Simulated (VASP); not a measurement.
Set up this calculation in VASP 6.6.1, as the native input.

| Property | Result |
| --- | --- |
| Task | relaxation of cell and atoms |
| Functional | PBEsol |
| Potentials or basis | VASP PAW PBE potentials, release 64 (La) |
| Cutoff | 600 eV |
| k mesh | 12 × 12 × 3 |
| Occupations | methfessel-paxton, width 0.1 eV |
| Spin | no spin polarisation |
| Further INCAR settings | ALGO = Normal; EDIFF = 1e-06; IBRION = 2; EDIFFG = -0.01; NSW = 90; ISIF = 3 |

The structure of La lies in POSCAR:

```
La
1.0
    3.7700000000      0.0000000000      0.0000000000
   -1.8850000000      3.2649157723      0.0000000000
    0.0000000000      0.0000000000     12.1590000000
La
4
Direct
    0.0000000000      0.0000000000      0.0000000000
    0.0000000000      0.0000000000      0.5000000000
    0.3333333333      0.6666666667      0.7500000000
    0.6666666667      0.3333333333      0.2500000000
```

One way to write it, as run:

INCAR

```
SYSTEM = La
ALGO = Normal
EDIFF = 1E-6
EDIFFG = -0.01
ENCUT = 600
GGA = PS
IBRION = 2
ISIF = 3
ISMEAR = 1
LASPH = .TRUE.
LCHARG = .FALSE.
LREAL = .FALSE.
LWAVE = .FALSE.
NELM = 80
NSW = 90
PREC = Accurate
SIGMA = 0.1
```

KPOINTS

```
k-points
0
G
  12 12 3
  0 0 0
```

Potentials or basis: VASP PAW PBE potentials, release 64 (La).

The run is started by

```bash
$ cat potpaw_PBE.64/La/POTCAR > POTCAR
$ mpirun -np 1 vasp_std > vasp.out
```

Results of the run:

```yaml
Relaxed_volume: 34.14 Å³/atom
Relaxed_cell: a = 3.659 Å, b = 3.659 Å, c = 11.779 Å, α = 90.00°, β = 90.00°, γ = 120.00°
Space_group_after_relaxing_to_0.05_Å: P6_3/mmc (No. 194)
Energy_gained_by_relaxing: 24.5 meV/atom
Ionic_steps: 5
Pressure_after_relaxing: 0.0 GPa
Band_gap_on_the_k_mesh: none (metal or under the smearing width)
```

Caveat: the PAW data sets were made with another functional, which shifts forces and pressure a little.

Wall time 17 min on 1 thread of AMD EPYC 7R13 Processor (Zen 3), on a shared host, peak memory 0.38 GiB.
